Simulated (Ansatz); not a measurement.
# Computed properties of SnSe

```yaml
crystal:
  lattice:
    - [5.10992, 0.00000, 0.00000]
    - [-2.55496, 4.42532, 0.00000]
    - [0.00000, 0.00000, 6.16464]
  atoms:
    - { symbol: Sn, position: [0.33333, 0.66667, 0.95541] }
    - { symbol: Sn, position: [0.66667, 0.33333, 0.45541] }
    - { symbol: Se, position: [0.33333, 0.66667, 0.42059] }
    - { symbol: Se, position: [0.66667, 0.33333, 0.92059] }
```

Atoms are numbered in the order listed.

The cell was built from the wurtzite type and relaxed in the same program, and has space group P6_3mc; it needn't be a known or the stable phase.

No spin–orbit coupling, which matters for the heavy atoms here.

Levels of theory: DFT, PBE, all-electron LAPW, scalar-relativistic (Ansatz 0.2.0); DFT, PBE, PAW with Ansatz's default frozen-core files, scalar-relativistic (Ansatz 0.2.0); DFT, PBE, all-electron PAW with datasets made for the crystal, scalar-relativistic (Ansatz 0.2.0).

For LAPW: a Γ-centred 11×11×6 k mesh, Fermi–Dirac smearing of 0.08 eV, basis error target 1 meV/atom, no spin polarisation. PAW takes a cutoff of 420 eV at this cell. The crystal-made all-electron datasets (AE datasets) take a cutoff of 240 eV at this cell. The Ansatz runs share mesh, smearing and spin set-up. Values come from LAPW unless marked.

Spin–orbit coupling is left out, which moves gradients at and beside heavy atoms by some per cent and at worst by a factor of two.

- Field gradients Vzz (crystal-made datasets): Sn1 -1.96 (η = 0.00), Se3 0.30 (η = 0.00) in 10²¹ V/m²
- Volume per atom: 34.85 Å³
- Pressure at this cell: 0.01 GPa

Q: Predict this quantity. Bader charges (from the PAW run).

A: Sn1 +0.85, Se3 -0.85 e.

Q: Löwdin charges (with 0.10 e of the cell spilling out of the atomic basis, so their sizes and signs hang on that basis): what does the calculation give?

A: Sn1 0.35, Se3 -0.30 e.

Q: Band gap: what does the calculation give?

A: 0.73 eV, direct at H (0.333, 0.333, 0.5).
